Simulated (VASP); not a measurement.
# Zn (Im-3m) in VASP: further runs, part 2 of 2

VASP 6.6.1. Earlier steps stand in the parts before.

## (3) Single point, r2SCAN

This run uses another cell than the first one, of 14.46 Å³/atom, 0.956 times its volume.

The input, POSCAR:

```
Zn
1.0
   -1.5346452376      1.5346452376      1.5346452376
    1.5346452376     -1.5346452376      1.5346452376
    1.5346452376      1.5346452376     -1.5346452376
Zn
1
Direct
    0.0000000000      0.0000000000      0.0000000000
```

The input, INCAR.step1:

```
SYSTEM = Zn
PREC = Accurate
ENCUT = 520
ISMEAR = -5
SIGMA = 0.05
LREAL = .False.
LASPH = .True.
NELM = 100
GGA = PE
ALGO = Normal
EDIFF = 1E-4
LWAVE = .True.
LCHARG = .False.
```

The input, INCAR.step2:

```
SYSTEM = Zn
PREC = Accurate
ENCUT = 520
EDIFF = 1E-6
ISMEAR = 0
SIGMA = 0.05
LREAL = .False.
LASPH = .True.
NELM = 100
ALGO = Normal
ISIF = 2
LWAVE = .False.
LCHARG = .False.
METAGGA = R2SCAN
LMIXTAU = .True.
LORBIT = 10
ISTART = 1
```

The input, KPOINTS:

```
regular mesh
0
Gamma
  18 18 18
  0 0 0
```

Potentials or basis: VASP PAW PBE potentials, release 64 (Zn).

Launch:

```sh
> cat potpaw_PBE.64/Zn/POTCAR > POTCAR
> cp INCAR.step1 INCAR
> mpirun -np 1 vasp_std > vasp.out
> cp INCAR.step2 INCAR
> mpirun -np 1 vasp_std > vasp.out
```

OUTCAR:

```text
SYSTEM = Zn
   PREC = Accurate
   ENCUT = 520
   EDIFF = 1E-6
   ISMEAR = 0
   LREAL = .False.
   LASPH = .True.
   NELM = 100
   ISIF = 2
   METAGGA = R2SCAN
   LORBIT = 10
   ISTART = 1

 ion  position               nearest neighbor table
   1  0.000  0.000  0.000-

  LATTYP: Found a body centered cubic cell.
 ALAT       =     3.0692904752

  Lattice vectors:

 A1 = (  -1.5346452376,   1.5346452376,   1.5346452376)
 A2 = (   1.5346452376,  -1.5346452376,   1.5346452376)
 A3 = (   1.5346452376,   1.5346452376,  -1.5346452376)

Analysis of symmetry for initial positions (statically):
=====================================================================
 Subroutine PRICEL returns:
 Original cell was already a primitive cell.

 Routine SETGRP: Setting up the symmetry group for a
 body centered cubic supercell.

 Subroutine GETGRP returns: Found 48 space group operations
 (whereof 48 operations were pure point group operations)
 out of a pool of 48 trial point group operations.

The static configuration has the point symmetry O_h .

Analysis of symmetry for dynamics (positions and initial velocities):
=====================================================================
 Subroutine PRICEL returns:
 Original cell was already a primitive cell.

 Routine SETGRP: Setting up the symmetry group for a
 body centered cubic supercell.

 Subroutine GETGRP returns: Found 48 space group operations
 (whereof 48 operations were pure point group operations)
 out of a pool of 48 trial point group operations.

The dynamic configuration has the point symmetry O_h .

 Subroutine INISYM returns: Found 48 space group operations
 (whereof 48 operations are pure point group operations),
 and found     1 'primitive' translations

----------------------------------------------------------------------------------------

                                     Primitive cell

  volume of cell :      14.4572

  direct lattice vectors                    reciprocal lattice vectors
    -1.534645238  1.534645238  1.534645238     0.000000000  0.325808198  0.325808198
     1.534645238 -1.534645238  1.534645238     0.325808198  0.000000000  0.325808198
     1.534645238  1.534645238 -1.534645238     0.325808198  0.325808198  0.000000000

  length of vectors
     2.658083523  2.658083523  2.658083523     0.460762373  0.460762373  0.460762373

  position of ions in fractional coordinates (direct lattice)
     0.000000000  0.000000000  0.000000000

  ion indices of the primitive-cell ions
   primitive index   ion index
                 1           1

----------------------------------------------------------------------------------------

 KPOINTS: regular mesh

Automatic generation of k-mesh.
 Grid dimensions read from file:
 generate k-points for:   18   18   18

 Generating k-lattice:

  Cartesian coordinates                     Fractional coordinates (reciprocal lattice)
     0.000000000  0.018100455  0.018100455     0.055555556  0.000000000  0.000000000
     0.018100455  0.000000000  0.018100455     0.000000000  0.055555556  0.000000000
     0.018100455  0.018100455  0.000000000     0.000000000  0.000000000  0.055555556

  Length of vectors
     0.025597910  0.025597910  0.025597910

  Shift w.r.t. Gamma in fractional coordinates (k-lattice)
     0.000000000  0.000000000  0.000000000

 Subroutine IBZKPT returns following result:
 ===========================================

 Found    195 irreducible k-points:

 Following reciprocal coordinates:
            Coordinates               Weight
  0.000000  0.000000  0.000000      1.000000
  0.055556  0.000000  0.000000     12.000000
  0.111111  0.000000  0.000000     12.000000
  0.166667  0.000000  0.000000     12.000000
  0.222222  0.000000  0.000000     12.000000
  0.277778  0.000000  0.000000     12.000000
[... 16 lines left out ...]
  0.333333  0.111111  0.000000     48.000000
  0.388889  0.111111  0.000000     48.000000
 [... further k-points ...]
   k-points           NKPTS =    195   k-points in BZ     NKDIM =    195   number of bands    NBANDS=     10
   number of dos      NEDOS =    301   number of ions     NIONS =      1
   total plane-waves  NPLWV =   8000
   dimension x,y,z NGX =    20 NGY =   20 NGZ =   20
   dimension x,y,z NGXF=    40 NGYF=   40 NGZF=   40
   ions per type =               1
   NGX,Y,Z   is equivalent  to a cutoff of  12.51, 12.51, 12.51 a.u.
   NGXF,Y,Z  is equivalent  to a cutoff of  25.02, 25.02, 25.02 a.u.
 SYSTEM =  Zn
   PREC   = accura    normal or accurate (medium, high low for compatibility)
   ISTART =      1    job   : 0-new  1-cont  2-samecut
   ICHARG =      0    charge: 1-file 2-atom 10-const
   ISPIN  =      1    spin polarized calculation?
   LNONCOLLINEAR =      F non collinear calculations
   LSORBIT =      F    spin-orbit coupling
   LASPH  =      T    aspherical Exc in radial PAW
   ENCUT  =  520.0 eV  38.22 Ry    6.18 a.u.   4.94  4.94  4.94*2*pi/ulx,y,z
   NELM   =    100;   NELMIN=  2; NELMDL=  0     # of ELM steps
   EDIFF  = 0.1E-05   stopping-criterion for ELM
   LREAL  =      F    real-space projection
   EDIFFG = 0.1E-04   stopping-criterion for IOM
   NSW    =      0    number of steps for IOM
   IBRION =     -1    ionic relax: 0-MD 1-quasi-New 2-CG
   NFREE  =      0    steps in history (QN), initial steepest desc. (CG)
   ISIF   =      2    stress and relaxation
   ISYM   =      2    0-nonsym 1-usesym 2-fastsym
   POTIM  = 0.5000    time-step for ionic-motion
   TEBEG  =    0.0;   TEEND  =   0.0 temperature during run
   PSTRESS=    0.0 pullay stress
   NELECT =      12.0000    total number of electrons
   NUPDOWN=      -1.0000    fix difference up-down
   EMIN   =  10.00;   EMAX   =-10.00  energy-range for DOS
   EFERMI =   0.00;   METHOD = LEGACY
   ISMEAR =     0;   SIGMA  =   0.05  broadening in eV -4-tet -1-fermi 0-gaus
   EFERMI_NEDOS =   21; number of points for ismear=-14 and -15
   IALGO  =     38    algorithm
   IMIX   =      4    mixing-type and parameters
     AMIX     =   0.40;   BMIX     =  1.00
     AMIX_MAG =   1.60;   BMIX_MAG =  1.00
  volume/ion in A,a.u.               =      14.46        97.56
  Fermi-wavevector in a.u.,A,eV,Ry     =   1.538535  2.907409 32.206195  2.367089
  Thomas-Fermi vector in A             =   2.644889
   LORBIT       =     10    0 simple, 1 ext, 2 COOP (PROOUT), +10 PAW based schemes
   METAGGA = R2SCAN    functional components
   LHFCALC =     F    Hartree Fock is set to
   AEXX    =    0.0000 exact exchange contribution
   IVDW    =     0    specifies the selected vdW correction
   LEPSILON=     F    determine dielectric tensor
   LRPA    =     F    only Hartree local field effects (RPA)
 non-spin polarized calculation
 Gauss-broadening in eV      SIGMA  =   0.05
  energy-cutoff  :      520.00
  volume of cell :       14.46
 maximum number of plane-waves:       402
   NGX =  9   NGY =  9   NGZ =  9

 number of electron      11.9999995 magnetization

 Free energy of the ion-electron system (eV)
  ---------------------------------------------------
  ext. energy  EPLUGINS =         0.00000000
  ---------------------------------------------------
  free energy    TOTEN  =        -8.79779353 eV

  energy without entropy =       -8.79714757  energy(sigma->0) =       -8.79747055

 E-fermi :   3.5492     XC(G=0): -12.9895

 val. band max:        3.5455384238   @ k =  -0.4444   0.5000   0.1111
 cond. band min:       3.5547820424   @ k =   0.3333   0.2778   0.0556
 fundamental gap:      0.0092436185
 Fermi energy:         3.5492128992

 k-point     1 :       0.0000    0.0000    0.0000
  band No.  band energies     occupation
      1      -7.9403      2.00000
      2      -4.8181      2.00000
      3      -4.8180      2.00000
      4      -4.8180      2.00000
      5      -4.2560      2.00000
      6      -4.2560      2.00000
      7      24.7700      0.00000
      8      24.7700      0.00000
      9      24.7702      0.00000
     10      25.7564      0.00000
[... 287 lines left out ...]
 k-point    24 :       0.3889    0.1111    0.0000
  band No.  band energies     occupation
      1      -5.4835      2.00000
      2      -5.1319      2.00000
      3      -4.3169      2.00000
      4      -4.2821      2.00000
      5      -4.0232      2.00000
      6      -0.2274      2.00000
      7       4.1218      0.00000
      8      13.1071      0.00000
      9      16.4270      0.00000
     10      21.7494      0.00000

 [... further k-points ...]
[... 5 lines left out ...]
  --------------------------------------------------------------------------------------
  -------------------------------------------------------------------------------------
  Total        0.0443477      0.0443477      0.0443477      0.0000000     -0.0000000      0.0000000
  in kB        4.9147050      4.9147050      4.9147050      0.0000000     -0.0000000      0.0000000
  external PRESSURE =       4.9147050 kB  Pullay stress =       0.0000000 kB

 VOLUME and BASIS-vectors are now :
 -----------------------------------------------------------------------------
  energy-cutoff  :      520.00
  volume of cell :       14.46
      direct lattice vectors                 reciprocal lattice vectors
    -1.534645238  1.534645238  1.534645238     0.000000000  0.325808198  0.325808198
     1.534645238 -1.534645238  1.534645238     0.325808198  0.000000000  0.325808198
     1.534645238  1.534645238 -1.534645238     0.325808198  0.325808198  0.000000000

 POSITION                                       TOTAL-FORCE (eV/Angst)
 -----------------------------------------------------------------------------------
      0.00000      0.00000      0.00000        -0.000000     -0.000000      0.000000
 -----------------------------------------------------------------------------------
    total drift:                                0.000000      0.000000      0.000000

  FREE ENERGIE OF THE ION-ELECTRON SYSTEM (eV)
  ---------------------------------------------------
  free  energy   TOTEN  =        -8.7977935274 eV

  energy  without entropy=       -8.7971475733  energy(sigma->0) =       -8.79747055

 total charge

# of ion       s       p       d       tot
------------------------------------------
    1        0.590   0.467   9.742  10.799
```

OUTCAR.step1:

```text
SYSTEM = Zn
   PREC = Accurate
   ENCUT = 520
   ISMEAR = -5
   LREAL = .False.
   LASPH = .True.
[... 532 lines left out ...]
 -----------------------------------------------------------------------------------
      0.00000      0.00000      0.00000        -0.000000      0.000000      0.000000
 -----------------------------------------------------------------------------------
    total drift:                                0.000000     -0.000000     -0.000000

  FREE ENERGIE OF THE ION-ELECTRON SYSTEM (eV)
  ---------------------------------------------------
  free  energy   TOTEN  =        -1.0101196461 eV

  energy  without entropy=       -1.0101196461  energy(sigma->0) =       -1.01011965
```

It took 93 s on 1 thread of Intel Xeon Platinum 8488C (Sapphire Rapids), shared host; peak memory 0.15 GiB.

What came out:

```
Free energy                                           : -8.7978 eV
Pressure                                              : 0.5 GPa
Band gap on the k mesh                                : none (metal or under the smearing width)
Valence electrons inside the program's atomic spheres : Zn 10.80
```

Levels at points of the mesh, in eV from the Fermi level:
```
           k point  band 2  band 3  band 4  band 5  band 6  band 7  band 8  band 9  band 10
(0.00, 0.00, 0.00)   -8.37   -8.37   -8.37   -7.81   -7.81   21.22   21.22   21.22    22.21
(0.50, 0.00, 0.00)   -8.72   -7.83   -7.77   -7.42   -3.23   -0.91   12.50   13.75    16.26
(0.50, 0.50, 0.50)   -9.04   -7.51   -7.51   -7.51    4.49    4.49    4.49    8.86     8.93
```

Caveat: the PAW data sets were made with another functional, which shifts forces and pressure a little.

## (4) Single point, r2SCAN

The input, POSCAR:

```
Zn
1.0
   -1.5579542547      1.5579542547      1.5579542547
    1.5579542547     -1.5579542547      1.5579542547
    1.5579542547      1.5579542547     -1.5579542547
Zn
1
Direct
    0.0000000000      0.0000000000      0.0000000000
```

The input, INCAR.step1:

```
PREC = Accurate ; ENCUT = 520
ISMEAR = 0 ; SIGMA = 0.05
LREAL = False ; LASPH = True
NELM = 100 ; NBANDS = 12
GGA = PE ; ALGO = Normal
EDIFF = 1E-4 ; LWAVE = True
LCHARG = False
```

The input, INCAR.step2:

```
PREC = Accurate ; ENCUT = 520
EDIFF = 1E-6 ; ISMEAR = 0
SIGMA = 0.05 ; LREAL = False
LASPH = True ; NELM = 100
ALGO = Normal ; ISIF = 2
LWAVE = False ; LCHARG = False
METAGGA = R2SCAN ; LMIXTAU = True
NBANDS = 12 ; ISTART = 1
```

The input, KPOINTS:

```
Automatic mesh
0
Gamma
  18 18 18
```

Launch:

```sh
> cat potpaw_PBE.64/Zn/POTCAR > POTCAR
> cp INCAR.step1 INCAR
> mpirun -np 1 vasp_std > vasp.out
> cp INCAR.step2 INCAR
> mpirun -np 1 vasp_std > vasp.out
```

Run time: 80 s. Hardware: 1 thread of Intel Xeon Platinum 8488C (Sapphire Rapids), shared host; peak memory 0.14 GiB.

It converged, with:

* Free energy: -8.7917 eV
* Pressure: -3.0 GPa
* Band gap on the k mesh: none (metal or under the smearing width)

Levels at points of the mesh, in eV from the Fermi level:
```tsv
k point	band 2	band 3	band 4	band 5	band 6	band 7	band 8	band 9	band 10	band 11
(0.00, 0.00, 0.00)	-8.18	-8.18	-8.18	-7.66	-7.66	20.46	20.46	20.46	21.86	21.86
(0.50, 0.00, 0.00)	-8.50	-7.69	-7.63	-7.31	-2.98	-0.94	12.14	13.48	15.92	17.68
(0.50, 0.50, 0.50)	-8.79	-7.39	-7.39	-7.39	4.45	4.45	4.45	8.40	8.74	8.74
```

Caveat: the PAW data sets were made with another functional, which shifts forces and pressure a little.

## (5) The runs side by side

| level | cell | k mesh | gap on the mesh (eV) | pressure (GPa) |
| --- | --- | --- | --- | --- |
| PBE | Im-3m, 15.13 Å³/atom | 8 × 8 × 8 | none | 0.6 |
| r2SCAN | Im-3m, 14.46 Å³/atom | 18 × 18 × 18 | none | 0.5 |
| r2SCAN | Im-3m, 15.13 Å³/atom | 18 × 18 × 18 | none | -3.0 |

Alike in all rows: task single point; potentials or basis VASP PAW PBE potentials, release 64 (Zn); no spin polarisation; cutoff (eV) 520; smearing gaussian 0.05 eV.

Every run on the cell as given and a fine mesh finds a metal. The pressure there spans -3.0 GPa (r2SCAN) to 0.6 GPa (PBE); a positive pressure means that this level wants a larger cell, a negative one a smaller.

Caveats: the PAW data sets were made with another functional, which shifts forces and pressure a little (some runs).

Absolute energies hang on the potentials; compare differences alone.
